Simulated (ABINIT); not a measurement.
The system is NaI.

```
I Na
1.0
     0.00000    3.23640    3.23640
     3.23640    0.00000    3.23640
     3.23640    3.23640    0.00000
I Na
1 1
Direct
  0.50000 0.50000 0.50000
  0.00000 0.00000 0.00000
```

Base run:

* Program: ABINIT 10.8.3 (patched build)
* Functional: PBE
* Potentials or basis: Ansatz NC PBE
* Cutoff: 1088 eV
* k mesh: 5 × 5 × 5
* Occupations: fermi-dirac, width 0.05 eV
* Spin: no spin polarisation

Its results: band gap on the k mesh 3.64 eV, direct; pressure 0.4 GPa.

Problem. The run is repeated on the same cell with these changes: functional from PBE to LDA; potentials or basis from Ansatz NC PBE to PseudoDojo NC SR LDA v0.4.1 standard. What comes out?

Solution. Band gap on the k mesh 3.33 eV, direct; pressure -1.7 GPa.

Caveats: spin-orbit coupling is left out, which moves the levels of the heavy elements; an odd mesh through Γ misses points on the zone boundary, where band edges often lie.

Not every run made on this cell is shown here.
